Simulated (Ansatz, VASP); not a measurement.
One calculation of SiN, two programs

```
Si N
1.0
     2.61893    0.00000    0.00000
     0.00000    2.61893    0.00000
     0.00000    0.00000    2.60972
Si N
1 1
Direct
  0.50000 0.50000 0.50000
  0.00000 0.00000 0.00000
```

Alike in both runs: functional PBE; k mesh 6 × 6 × 6; occupations gaussian, width 0.1 eV; collinear spin.

Ansatz relaxed the structure, and its values are those at the end. VASP's run is a single point on that final structure, the one shown.

|  | VASP | Ansatz |
| --- | --- | --- |
| version | VASP 6.6.1 | Ansatz 0.2.0 |
| potentials or method | VASP PAW PBE potentials, release 64 (Si, N) | scalar-relativistic, plane waves, PAW |
| plane-wave cutoff (eV) | 520 | 420 |
| valence electrons in the cell | 9 | 9 |

|  | VASP | Ansatz | Ansatz less VASP |
| --- | --- | --- | --- |
| gap on the k mesh at the Fermi level (eV) | none | none | - |
| pressure (GPa) | -0.3 | -0.3 | -0.06 |
| net moment per atom (μB) | 0.00 | 0.00 | 0.000 |

A gap of «none» marks a metal or a gap that the smearing closes. Ansatz warned: «seeded_moment_not_kept».

Caveats: the k mesh is coarse (spacing up to 0.40 Å⁻¹), so the values aren't converged.
